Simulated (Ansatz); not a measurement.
This is a band-structure calculation with Ansatz 0.2.0 on ZnO (rocksalt); the level of theory is PBE. Cell and atoms come from a relaxation with r2SCAN.

```yaml
crystal:
  lattice:
    - [0.0, 2.1337703972, 2.1337703972]
    - [2.1337703972, 0.0, 2.1337703972]
    - [2.1337703972, 2.1337703972, 0.0]
  atoms:
    - { symbol: Zn, position: [0.0, 0.0, 0.0] }
    - { symbol: O, position: [0.5, 0.5, 0.5] }
kpoints:
  mp_grid: { grid: [10, 10, 10] }
  band_path:
    path:
      - [[0.0, 0.0, 0.0], [0.5, -5.596796271042e-37, 0.5], [0.625, 0.25, 0.625]]
      - [[0.375, 0.375, 0.75], [0.0, 0.0, 0.0], [0.5, 0.5, 0.5], [0.5, 0.25, 0.75], [0.5, -5.596796271042e-37, 0.5]]
    npoints: 10
hamiltonian:
  xc: pbe
scf:
  occupations: { method: fermi_dirac, width: 0.02 }
  n_extra_bands: 4
output:
  forces: true
  stress: true
  eigenvalues: true
```

The output follows, shortened, with numbered blanks.
```
Pseudopotential: Zn, paw, valence charge 12, recommended cutoff 420 eV (normal)
Pseudopotential: O, paw, valence charge 6, recommended cutoff 420 eV (normal)
Functional definition: PBE
Crystal: 2 atoms, lattice volume = 19.430 Å³
Basis set: ecut = 420 eV, 339 PW (Γ)
Bands: 13, of which v1, the nominal top of the filled ones, is band 9 counted from 1 (8 counted from 0)
[1]
SCF 1 converged in 6 iterations: F = -3886.520619 eV  dr2 = 3.36e-9
Free energy (F): -3886.520619 eV
[2]
--- Stress (GPa, compression-positive) ---
[3]
--- Band table (eV; the first three rows and the last of 47) ---
[4]
```

The rows of the band table are 0: (0, 0, 0) = Γ, 1: (0, 0, 0.100), 2: (0, 0, 0.200), 46: (0.200, -1/2, -0.300).

Task: Fill in the blanks. They hold the Fermi energy and the band table, the stress, the symmetry found.

Result:
```
[1]
Symmetry: 48 space group operations
Space group: Fm-3m (ITA 225)
[2]
Fermi energy:    10.695266 eV
[3]
        7.956227       0.000000       0.000000
        0.000000       7.956227       0.000000
        0.000000       0.000000       7.956227
  P = ⅓ Tr σ = 7.9562 GPa (79.562 kbar)
[4]
  k-point 0: bands = […, 5.2930, 5.5094, 5.5094, 8.7957, 8.7957, 8.7957, 11.1460, 28.1679, 28.1679, 28.1679]
  k-point 1: bands = […, 5.2759, 5.4178, 5.4178, 7.9633, 8.9592, 8.9592, 12.0786, 25.3278, 27.4740, 27.4740]
  k-point 2: bands = […, 4.9976, 5.4642, 5.4642, 6.9408, 9.3443, 9.3443, 13.5522, 22.7061, 25.9074, 25.9074]
  k-point 46: bands = […, 4.6336, 5.8365, 6.0487, 6.5002, 6.9603, 8.0235, 16.7790, 20.7453, 20.7849, 22.7581]
```
Only the leading digits can be foreseen; the rest is this run's record.

With PBE the valence top lies at L and the conduction bottom at Γ, 0.95 eV higher; the smallest vertical gap, at Γ, is 2.35 eV. The gap is the least over the mesh and the extra points. At this geometry PBE finds +7.96 GPa, compression counted positive: its own equilibrium volume is larger.

Command: `ansatz run input.yaml --threads 2 --pin off --max-ram 2211MiB --backend cpu --events-out ev --progress --plain --runs-dir out`.

(Calculated; spin-unpolarised; the phase may be known or hypothetical.)
